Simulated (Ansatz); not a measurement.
I need a calculation of the dielectric tensor and Born charges of CuI, space group P-3m1. Use the Python package of Ansatz (0.2.0). Settings: PBEsol, PAW, the default cutoff (420 eV here), 6×6×4 k-points, fixed occupations.

```
Cu I
1.0
     4.12862    0.00000    0.00000
    -2.06431    3.57549    0.00000
     0.00000    0.00000    7.47811
Cu I
2 2
Direct
  0.66667 0.33333 0.58995
  0.33333 0.66667 0.41005
  0.33333 0.66667 0.75475
  0.66667 0.33333 0.24525
```

`eps_cui.py`
```python
import warnings

import ansatz as az
import numpy as np
from pymatgen.core import Lattice, Structure
from pymatgen.io.ase import AseAtomsAdaptor

warnings.simplefilter("ignore", az.DeckWarning)

pmg_structure = Structure(
    Lattice([(4.128618, 0.0, 0.0), (-2.064309, 3.575488, 0.0), (0.0, 0.0, 7.478106)]),
    ["Cu", "Cu", "I", "I"],
    [
        (2 / 3, 1 / 3, 0.589952),
        (1 / 3, 2 / 3, 0.410048),
        (1 / 3, 2 / 3, 0.754748),
        (2 / 3, 1 / 3, 0.245252),
    ],
)
cui = az.Crystal.from_ase(AseAtomsAdaptor.get_atoms(pmg_structure))

model = (
    cui.calculation()
    .functional("pbesol")
    .kpoints(6, 6, 4)
    .pseudopotentials("paw")
    .occupations("fixed")
    .dielectric()
)
result = model.run()
response = result.dielectric
eps = np.asarray(response.eps_inf)

print("eps_inf")
print(np.round(eps, 3) + 0.0)
for index, (site, z) in enumerate(zip(result.lattice.sites, response.zstar_e)):
    print("Born charge tensor of", site.symbol, index)
    print(np.round(z, 3) + 0.0)
print(f"charge neutrality missed by {response.zstar_sum_residual_pre_e:.4f} e before the sum rule")
```

```console
$ python eps_cui.py
eps_inf
[[5.953 0.    0.   ]
 [0.    5.953 0.   ]
 [0.    0.    4.852]]
Born charge tensor of Cu 0
[[1.045 0.    0.   ]
 [0.    1.045 0.   ]
 [0.    0.    0.654]]
Born charge tensor of Cu 1
[[1.045 0.    0.   ]
 [0.    1.045 0.   ]
 [0.    0.    0.654]]
Born charge tensor of I 2
[[-1.045  0.     0.   ]
 [ 0.    -1.045  0.   ]
 [ 0.     0.    -0.654]]
Born charge tensor of I 3
[[-1.045  0.     0.   ]
 [ 0.    -1.045  0.   ]
 [ 0.     0.    -0.654]]
charge neutrality missed by 0.0009 e before the sum rule
```

Notes:
- With fixed filling the reported Fermi level is the top filled level among the k-points of the SCF.
- Averages over directions belong to no single polarisation, least of all in layered crystals.
- Without a Hubbard U or exact exchange, semilocal functionals often make such 3d compounds metallic or too weakly gapped.
- This cell is a computed structure, which may not be the phase found in nature.
- This is the electronic (clamped-ion) response; a semilocal gap that is too small tends to raise it. The typed mesh is that of the SCF; the response is solved on denser meshes that the run picks.
- Wall time of the script: 8.6 min on 1 thread of Arm Neoverse V1, on a shared host, peak memory 1.9 GiB.
